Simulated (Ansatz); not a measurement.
# Yb (Fm-3m) in Ansatz: equation of state

How stiff is Yb in PBE, and what volume does it want? The cell is scaled to several volumes.

All numbers are computed with Ansatz 0.2.0; they aren't measurements. Logs are shortened: lines on timing, memory, paths and dates and some standing lists are left out, and cuts for length are marked.

### 1 The structure

It takes space group Fm-3m (No. 225, cubic). The conventional cell has a = 5.486 Å, b = 5.486 Å, c = 5.486 Å, α = 90.00°, β = 90.00°, γ = 90.00°. Around Yb (site symmetry m-3m) lie 12 Yb at 3.88 Å.

### 2 Single point, PBE, collinear spin, ferromagnetic start, 38.80 Å³/atom (volume scaled by 0.94)

The input, input.yaml:

```yaml
crystal:
  lattice:
    - [0.0, 2.6871026548, 2.6871026548]
    - [2.6871026548, 0.0, 2.6871026548]
    - [2.6871026548, 2.6871026548, 0.0]
  atoms:
    - { symbol: Yb, position: [0.0, 0.0, 0.0], spin: 1.0 }
hamiltonian:
  xc: pbe
  pseudopotentials: { kind: paw }
magnetization:
  spin_polarized: true
kpoints:
  mp_grid: { grid: [8, 8, 8] }
scf:
  occupations: { method: fermi_dirac, width: 0.05 }
output:
  forces: true
  stress: true
  eigenvalues: true
  write_density: true
  write_potential: true
  elf: true
  volumetric_format: npy
```

Potentials or basis: Ansatz PAW.

Launch:

```bash
$ ansatz run input.yaml --threads 1 --pin off --max-ram 2560MiB --backend cpu --events-out ev --progress --plain --runs-dir out
```

Output:

```text
Warning: where an SCF of this run starts from atoms to list the orders of its open shells, Yb (site 0, from 0) starts with 0.44 μB on its 4f shell and 0.44 μB on its 5d shell, in the place of the 1.00 μB that the deck gives it: its open shells can hold no more by Hund's first rule. To start from spheres of the given moment, type scf.initial_density.shell_occupations: []
Warning: RAYON_NUM_THREADS=1 ignored (pool sized by the plan → 1); use --threads N
Engine: ansatz 0.2.0, aarch64-unknown-linux-gnu
Pseudopotentials: kind: paw
Pseudopotential: Yb, paw, valence charge 24, recommended cutoff 420 eV (normal), Yb.paw.azcp
Functional definition: PBE
  parameter kappa = 0.804
  parameter beta = 0.06672455060314922
  exchange = pbe_x(kappa = kappa, mu = beta*pi^2/3)
  correlation = pbe_c(beta = beta)
Crystal: 1 atoms, lattice volume = 38.805 Å³
Basis set: ecut = 420 eV, 749 PW (Γ), exchange–correlation on 54×54×54 points (8 copies of the dense FFT grid, shifted against one another)
Bands: 17, of which v1, the nominal top of the filled ones, is band 12 counted from 1 (11 counted from 0)
Symmetry: 48 space group operations
Space group: Fm-3m (ITA 225), of the structure as read, at distance tolerance 3.4e-5 Å
Magnetic group: BNS 225.116 (UNI 1618), of the structure as read, at distance tolerance 3.4e-5 Å
k-points: 29 of 512
Non-local potential: Yb, projectors of the file, l = 0: 3, l = 1: 2, l = 2: 2, l = 3: 3
PAW form: soft (Blöchl's): semilocal exchange-correlation on the pseudo side does not see the compensation charge
PAW one-centre angular grid: Yb, 590 points (default); XC on 64 Gauss nodes
Initial density: superposition of atomic densities (chi_scale 0.1, normalization cell)
Starting moments: Σ|m| = 1 μB on 1 of 1 site
Initial wavefunctions: pseudopotential atomic-orbital guess
Functional: x = pbe(κ = 0.804, μ = 0.2195149727645171), c = pbe(β = 0.06672455060314922)
iter 1 solved again at ethr=2.06e-4 eV; its pass at ethr=3.10e-3 eV (dr2=4.93e-2 eV) is discarded
SCF iter   1: F=—  HF=-13794.888897 eV  |F-HF|=—  |Δ(HF+E_count)|=         —  Δρ=3.05e-2 (↑3.05e-2 ↓2.54e-2)  dr2=4.96e-2  dr2_m=2.71e-1  M=0.278 μB ∫|m|=0.278 μB  β_m=0.30  ethr=2.06e-4  ⟨swp⟩=2.0  Hψ=6806  notcnv=0
Mixer restart at iter 1: flushing history
preconditioner: auto → Kerker (q_TF=auto, 2.518 Å⁻¹)  [metal: Δε(μ)=0.065 eV  Ē_g=10.292 eV  σ=0.050 eV  W_gap=0.31  n_scr=14 (ndim 8)  ℏωp=28.0 eV  f_vac=0.000  D(μ)=3.96/eV (n_scr^D=58)]
spin=Collinear: Kerker preconditioning applied to the charge; magnetization (m = ρ↑ − ρ↓) channel mixes plain (no charge-response kernel on spin).
SCF iter   2: F=—  HF=-13794.897690 eV  |F-HF|=—  |Δ(HF+E_count)|=   8.79e-3  Δρ=2.33e-2 (↑2.33e-2 ↓2.30e-2)  dr2=2.68e-2  dr2_m=1.87e-1  M=0.206 μB ∫|m|=0.206 μB  β_m=0.50  ethr=2.06e-4  ⟨swp⟩=2.1  Hψ=1243  notcnv=0
SCF iter   3: F=—  HF=-13795.054243 eV  |F-HF|=—  |Δ(HF+E_count)|=   1.57e-1  Δρ=8.30e-3 (↑8.30e-3 ↓2.09e-3)  dr2=2.59e-2  dr2_m=5.10e-3  M=0.033 μB ∫|m|=0.087 μB  β_m=0.46  ethr=1.12e-4  ⟨swp⟩=3.1  Hψ=2728  notcnv=0  defer=6
SCF iter   4: F=—  HF=-13794.992928 eV  |F-HF|=—  |Δ(HF+E_count)|=   6.13e-2  Δρ=9.94e-3 (↑9.94e-3 ↓1.71e-3)  dr2=2.56e-2  dr2_m=1.10e-2  M=0.006 μB ∫|m|=0.058 μB  β_m=0.73  ethr=1.08e-4  ⟨swp⟩=3.3  Hψ=2915  notcnv=0  defer=11
SCF iter   5: F=—  HF=-13794.998698 eV  |F-HF|=—  |Δ(HF+E_count)|=   5.77e-3  Δρ=3.45e-3 (↑2.89e-3 ↓3.45e-3)  dr2=1.40e-2  dr2_m=8.65e-5  M=0.018 μB ∫|m|=0.047 μB  β_m=0.87  ethr=1.07e-4  ⟨swp⟩=1.3  Hψ=1237  notcnv=0  defer=11
SCF iter   6: F=—  HF=-13795.020483 eV  |F-HF|=—  |Δ(HF+E_count)|=   2.18e-2  Δρ=3.27e-3 (↑3.27e-3 ↓2.46e-3)  dr2=2.45e-3  dr2_m=2.70e-3  M=-0.002 μB ∫|m|=0.004 μB  β_m=0.83  ethr=5.84e-5  ⟨swp⟩=3.2  Hψ=2320  notcnv=0  defer=12
SCF iter   7: F=—  HF=-13795.017598 eV  |F-HF|=—  |Δ(HF+E_count)|=   2.88e-3  Δρ=1.98e-3 (↑5.55e-4 ↓1.98e-3)  dr2=1.13e-3  dr2_m=4.99e-4  M=0.009 μB ∫|m|=0.016 μB  β_m=0.85  ethr=1.02e-5  ⟨swp⟩=2.1  Hψ=2139  notcnv=0  defer=12
SCF iter   8: F=—  HF=-13795.020044 eV  |F-HF|=—  |Δ(HF+E_count)|=   2.45e-3  Δρ=2.62e-4 (↑2.62e-4 ↓2.41e-4)  dr2=9.49e-5  dr2_m=5.30e-7  M=0.002 μB ∫|m|=0.004 μB  β_m=0.92  ethr=4.71e-6  ⟨swp⟩=3.0  Hψ=2023  notcnv=0  defer=12
SCF iter   9: F=—  HF=-13795.020149 eV  |F-HF|=—  |Δ(HF+E_count)|=   1.05e-4  Δρ=2.62e-4 (↑2.62e-4 ↓2.60e-4)  dr2=2.31e-7  dr2_m=2.41e-5  M=0.001 μB ∫|m|=0.001 μB  β_m=0.95  ethr=3.95e-7  ⟨swp⟩=2.7  Hψ=2123  notcnv=0  defer=12
SCF iter  10: F=—  HF=-13795.020147 eV  |F-HF|=—  |Δ(HF+E_count)|=   1.91e-6  Δρ=9.71e-5 (↑9.71e-5 ↓8.48e-5)  dr2=1.09e-7  dr2_m=2.93e-6  M=0.000 μB ∫|m|=0.000 μB  β_m=0.97  ethr=9.61e-10  ⟨swp⟩=2.8  Hψ=1987  notcnv=0  defer=12
SCF iter  11: F=—  HF=-13795.020148 eV  |F-HF|=—  |Δ(HF+E_count)|=   3.58e-7  Δρ=1.27e-5 (↑1.27e-5 ↓9.13e-6)  dr2=1.55e-7  dr2_m=1.89e-9  M=0.000 μB ∫|m|=0.000 μB  β_m=0.99  ethr=4.56e-10  ⟨swp⟩=2.7  Hψ=1736  notcnv=0  defer=12
SCF iter  12: F=—  HF=-13795.020148 eV  |F-HF|=—  |Δ(HF+E_count)|=   2.64e-7  Δρ=3.82e-6 (↑2.64e-6 ↓3.82e-6)  dr2=4.00e-9  dr2_m=3.28e-9  M=0.000 μB ∫|m|=0.000 μB  β_m=0.99  ethr=4.56e-10  ⟨swp⟩=3.1  Hψ=1962  notcnv=0  defer=12
SCF iter  13: F=—  HF=-13795.020148 eV  |F-HF|=—  |Δ(HF+E_count)|=   7.14e-9  Δρ=3.11e-6 (↑2.45e-6 ↓3.11e-6)  dr2=1.07e-8  dr2_m=7.00e-11  M=0.000 μB ∫|m|=0.000 μB  β_m=0.90  ethr=1.67e-11  ⟨swp⟩=3.1  Hψ=2155  notcnv=0  defer=12
SCF iter  14: F=-13795.020148 eV  HF=-13795.020148 eV  |F-HF|=4.36e-9  |Δ(HF+E_count)|=   1.92e-8  Δρ=1.66e-6 (↑1.66e-6 ↓1.61e-6)  dr2=3.62e-9  dr2_m=3.09e-12  M=0.000 μB ∫|m|=0.000 μB  ethr=1.67e-11  ⟨swp⟩=7.6  Hψ=6953  notcnv=0
SCF 1 converged in 14 iterations: F = -13795.020148 eV  dr2 = 3.62e-9
WARN: the starting moments were not kept: the SCF closed with an absolute magnetisation of 6.7e-6 μB, where they sum to 1 μB in size (1 site). That is at most 0.1 of that sum. Measured as dr2_m measures the in/out step, that magnetisation stands 4.5e-12 eV from none, at or under the dr2_threshold of 1.0e-7 eV: it is no larger than a step whose dr2_m would equal this threshold. The system may hold no moment; this SCF shows only that its start led to no more than that. To try another start: raise the starting moments (crystal.atoms[].spin, magnetization.per_species, magnetization.initial_magnetization, or on a non-collinear deck that types none of these the spinor_matrix: blocks that start its atoms; where the total moment is fixed, keep their sum and leave initial_magnetization as it is; typed ones take the place of any that the run laid by itself, positive ones on a crystal's lanthanoids without a Hubbard term where scf.initial_density.shell_occupations: [] is typed) or, if the notice of its spin-set hold's release reads "site moments contracting" or "site moments show no strong build", lengthen the hold (scf.mixing.spin_hold: { on: { confirm: 4 } }; for m-r²SCAN on two components see the key's manual first). Each may lead to a state that holds a moment. A second SCF, from the converged charge density, with the starting moments and any scf.initial_density.shell_occupations laid on it anew, would have followed, and was not run: the deck does not ask for one (magnetization.retry_lost_moments is false, the default). To let it run, set magnetization.retry_lost_moments: true and run the deck again, where that key's refused combinations let it; where memory then withholds it, that run's warning says so.
SCF converged after 14 iterations
Magnetization: 0.0000 μB (12.0000 up, 12.0000 down)
Absolute magnetization: 0.0000 μB (∫|ρ↑−ρ↓|, with the PAW one-centre terms)
Spin contamination: 0.0000 ħ² per cell (⟨S²⟩ above its minimum at these occupations)
Per-site moments (μB) at R_I (Å): [(7.4727537469703e-7, 1.5675565198866)]
Free energy (F): -13795.020148 eV
Harris-Foulkes:  -13795.020148 eV  (|F-HF|=4.36e-9)
Internal energy: -13795.009191 eV  (E = F + TS)
E sigma→0 (E₀):  -13795.014670 eV
Entropy (-TS):   -0.010957 eV (-10.957 meV/atom)
Fermi energy:    9.764269 eV
--- Per-component energies (eV) ---
  E_band       = -22.302170
  E_kinetic    = 351.832611
  E_local      = -6449.264160  (includes V_loc(G=0)·N_el)
  E_nonlocal   = 553.428639
  E_hartree    = 2804.684221
  E_xc         = -161.976297
  E_vxc        = -201.567248  (∫ρ·V_xc dr)
  E_paw        = -7355.726586  (= ΣΔE_a)
  E_vpaw       = 113.893145  (= ΣTr[D̂ρ^β])
  E_aug_tail   = 0.000003  (compensation charges beyond the density's cutoff)
  E_ewald      = -3537.987623
  E_smearing   = -0.010957  (= −TS)
  E_closure    = -0.000000  (closes the sum)
  Σ components = -13795.020148   (vs F -13795.020148, Δ=0.00e0)
--- Forces (eV/Å), atoms counted from 1 ---
  atom   1  Yb    -0.00000000    -0.00000000    -0.00000000
  max |Σ_I F_I| component: 4.11e-32 eV/Å
--- Stress (GPa, compression-positive) ---
       -1.398462       0.000000       0.000000
        0.000000      -1.398462      -0.000000
        0.000000       0.000000      -1.398462
  P = ⅓ Tr σ = -1.3985 GPa (-13.985 kbar)
--- Band table (eV; the first three rows and the last of 58) ---
  k-point 0 ↑: bands = ["-41.9171", "-14.1833", "-14.1833", "-14.1833", "4.7426", "9.2911", "9.3740", "9.3740", "9.3740", "9.4548", "9.4548", "9.4548", "12.5521", "12.5521", "12.5521", "14.5254", "14.5254"]
  k-point 1 ↑: bands = ["-41.9154", "-14.2230", "-14.1886", "-14.1886", "5.0752", "9.2949", "9.3686", "9.3814", "9.3814", "9.4385", "9.4385", "9.4553", "12.1179", "12.7042", "12.7042", "14.3549", "14.3549"]
  k-point 2 ↑: bands = ["-41.9114", "-14.3171", "-14.2016", "-14.2016", "5.9937", "9.3073", "9.3561", "9.3923", "9.3923", "9.4146", "9.4146", "9.4564", "11.2589", "12.7710", "12.7710", "14.4807", "14.4807"]
  k-point 28 ↓: bands = ["-41.9018", "-14.3562", "-14.3562", "-14.2823", "9.3258", "9.3275", "9.3715", "9.3715", "9.3917", "9.3917", "9.4210", "9.7909", "10.4973", "10.4973", "12.3472", "16.3450", "16.3930"]
```

Run time: 5.5 s. Hardware: 1 thread of Arm Neoverse V1, shared host; peak memory 0.3 GiB.

Results:

```yaml
Free_energy: -13795.0201 eV
Pressure: -1.4 GPa
Band_gap_on_the_k_mesh: none (metal or under the smearing width)
Net_moment: 0.00 μB per cell
Absolute_moment: 0.00 μB per cell
```

Caveat: spin-orbit coupling is left out, which moves the levels of the heavy elements; the starting moments weren't kept.

### 3 Single point, PBE, collinear spin, ferromagnetic start, 39.63 Å³/atom (volume scaled by 0.96)

The input, input.yaml:

```yaml
crystal:
  lattice:
    - [0.0, 2.7060265364, 2.7060265364]
    - [2.7060265364, 0.0, 2.7060265364]
    - [2.7060265364, 2.7060265364, 0.0]
  atoms:
    - { symbol: Yb, position: [0.0, 0.0, 0.0], spin: 1.0 }
hamiltonian:
  xc: pbe
  pseudopotentials: { kind: paw }
magnetization:
  spin_polarized: true
kpoints:
  mp_grid: { grid: [8, 8, 8] }
scf:
  occupations: { method: fermi_dirac, width: 0.05 }
output:
  forces: true
  stress: true
  eigenvalues: true
```

Potentials or basis: Ansatz PAW.

Launch:

```bash
$ ansatz run input.yaml --threads 1 --pin off --max-ram 2560MiB --backend cpu --events-out ev --progress --plain --runs-dir out
```

Wall time 4.4 s (1 thread of Arm Neoverse V1, shared host); peak memory 0.3 GiB.

It converged, with:

```
Free energy            : -13795.0122 eV
Pressure               : -1.7 GPa
Band gap on the k mesh : none (metal or under the smearing width)
Net moment             : 0.00 μB per cell
Absolute moment        : 0.00 μB per cell
```

Caveat: spin-orbit coupling is left out, which moves the levels of the heavy elements; the starting moments weren't kept.

### 4 Single point, PBE, collinear spin, ferromagnetic start, 40.46 Å³/atom (volume scaled by 0.98)

input.yaml, as its differences from that of step 3:

```diff
@@ -2,5 +2,5 @@
   lattice:
-    - [0.0, 2.7060265364, 2.7060265364]
-    - [2.7060265364, 0.0, 2.7060265364]
-    - [2.7060265364, 2.7060265364, 0.0]
+    - [0.0, 2.7246893782, 2.7246893782]
+    - [2.7246893782, 0.0, 2.7246893782]
+    - [2.7246893782, 2.7246893782, 0.0]
   atoms:
```

Launch:

```bash
$ ansatz run input.yaml --threads 1 --pin off --max-ram 2560MiB --backend cpu --events-out ev --progress --plain --runs-dir out
```

It took 4.7 s on 1 thread of Arm Neoverse V1, shared host; peak memory 0.3 GiB.

The run converged. Its results:

```
Free energy            : -13795.0030 eV
Pressure               : -1.9 GPa
Band gap on the k mesh : none (metal or under the smearing width)
Net moment             : 0.00 μB per cell
Absolute moment        : 0.00 μB per cell
```

Caveat: spin-orbit coupling is left out, which moves the levels of the heavy elements; the starting moments weren't kept.

### 5 Single point, PBE, collinear spin, ferromagnetic start, 41.28 Å³/atom

input.yaml, as its differences from that of step 4:

```diff
@@ -2,5 +2,5 @@
   lattice:
-    - [0.0, 2.7246893782, 2.7246893782]
-    - [2.7246893782, 0.0, 2.7246893782]
-    - [2.7246893782, 2.7246893782, 0.0]
+    - [0.0, 2.7431, 2.7431]
+    - [2.7431, 0.0, 2.7431]
+    - [2.7431, 2.7431, 0.0]
   atoms:
@@ -20 +20,5 @@
   eigenvalues: true
+  write_density: true
+  write_potential: true
+  elf: true
+  volumetric_format: npy
```

Launch:

```bash
$ ansatz run input.yaml --threads 1 --pin off --max-ram 2560MiB --backend cpu --events-out ev --progress --plain --runs-dir out
```

Run time: 6.2 s. Hardware: 1 thread of Arm Neoverse V1, shared host; peak memory 0.31 GiB.

The run converged. Its results:

* Free energy: -13794.9925 eV
* Pressure: -2.1 GPa
* Band gap on the k mesh: none (metal or under the smearing width)
* Net moment: 0.00 μB per cell
* Absolute moment: 0.00 μB per cell

Caveat: spin-orbit coupling is left out, which moves the levels of the heavy elements; the starting moments weren't kept.

### 6 Single point, PBE, collinear spin, ferromagnetic start, 42.11 Å³/atom (volume scaled by 1.02)

The input, input.yaml:

```yaml
crystal:
  lattice:
    - [0.0, 2.7612667546, 2.7612667546]
    - [2.7612667546, 0.0, 2.7612667546]
    - [2.7612667546, 2.7612667546, 0.0]
  atoms:
    - { symbol: Yb, position: [0.0, 0.0, 0.0], spin: 1.0 }
hamiltonian:
  xc: pbe
  pseudopotentials: { kind: paw }
magnetization:
  spin_polarized: true
kpoints:
  mp_grid: { grid: [8, 8, 8] }
scf:
  occupations: { method: fermi_dirac, width: 0.05 }
output:
  forces: true
  stress: true
  eigenvalues: true
```

Potentials or basis: Ansatz PAW.

Launch:

```bash
$ ansatz run input.yaml --threads 1 --pin off --max-ram 2560MiB --backend cpu --events-out ev --progress --plain --runs-dir out
```

Run time: 4.8 s. Hardware: 1 thread of Arm Neoverse V1, shared host; peak memory 0.3 GiB.

Results (log left out):

```yaml
Free_energy: -13794.9809 eV
Pressure: -2.3 GPa
Band_gap_on_the_k_mesh: none (metal or under the smearing width)
Net_moment: 0.00 μB per cell
Absolute_moment: 0.00 μB per cell
```

Caveat: spin-orbit coupling is left out, which moves the levels of the heavy elements; the starting moments weren't kept.

### 7 Single point, PBE, collinear spin, ferromagnetic start, 42.93 Å³/atom (volume scaled by 1.04)

input.yaml, as its differences from that of step 6:

```diff
@@ -2,5 +2,5 @@
   lattice:
-    - [0.0, 2.7612667546, 2.7612667546]
-    - [2.7612667546, 0.0, 2.7612667546]
-    - [2.7612667546, 2.7612667546, 0.0]
+    - [0.0, 2.7791975606, 2.7791975606]
+    - [2.7791975606, 0.0, 2.7791975606]
+    - [2.7791975606, 2.7791975606, 0.0]
   atoms:
```

Launch:

```bash
$ ansatz run input.yaml --threads 1 --pin off --max-ram 2560MiB --backend cpu --events-out ev --progress --plain --runs-dir out
```

It took 5 s on 1 thread of Arm Neoverse V1, shared host; peak memory 0.3 GiB.

The run converged. Its results:

- Free energy: -13794.9684 eV
- Pressure: -2.5 GPa
- Band gap on the k mesh: none (metal or under the smearing width)
- Net moment: 0.00 μB per cell
- Absolute moment: 0.00 μB per cell

Caveat: spin-orbit coupling is left out, which moves the levels of the heavy elements; the starting moments weren't kept.

### 8 Single point, PBE, collinear spin, ferromagnetic start, 43.76 Å³/atom (volume scaled by 1.06)

input.yaml, as its differences from that of step 7:

```diff
@@ -2,5 +2,5 @@
   lattice:
-    - [0.0, 2.7791975606, 2.7791975606]
-    - [2.7791975606, 0.0, 2.7791975606]
-    - [2.7791975606, 2.7791975606, 0.0]
+    - [0.0, 2.7968999332, 2.7968999332]
+    - [2.7968999332, 0.0, 2.7968999332]
+    - [2.7968999332, 2.7968999332, 0.0]
   atoms:
```

Launch:

```bash
$ ansatz run input.yaml --threads 1 --pin off --max-ram 2560MiB --backend cpu --events-out ev --progress --plain --runs-dir out
```

It took 4.7 s on 1 thread of Arm Neoverse V1, shared host; peak memory 0.3 GiB.

The run converged. Its results:

- Free energy: -13794.9550 eV
- Pressure: -2.7 GPa
- Band gap on the k mesh: none (metal or under the smearing width)
- Net moment: 0.00 μB per cell
- Absolute moment: 0.00 μB per cell

Caveat: spin-orbit coupling is left out, which moves the levels of the heavy elements; the starting moments weren't kept.

### 9 Equation of state, PBE, collinear spin, ferromagnetic start

Potentials or basis: Ansatz PAW.

No new run: the results of the series are fitted here.

Results:

```yaml
Equilibrium_volume: "35.64 Å³/atom (rough: see the caveat)"
Bulk_modulus: 19.4 GPa (rough)
```

Energy against volume, from the lowest point:
| volume (Å³/atom) | energy (meV/atom) |
| --- | --- |
| 38.805 | 0.00 |
| 39.630 | 7.93 |
| 40.456 | 17.19 |
| 41.281 | 27.70 |
| 42.107 | 39.25 |
| 42.933 | 51.77 |
| 43.758 | 65.17 |

Caveat: the minimum lies outside the volumes run; spin-orbit coupling is left out, which moves the levels of the heavy elements. The state reached can hang on the start; a lower one may exist.
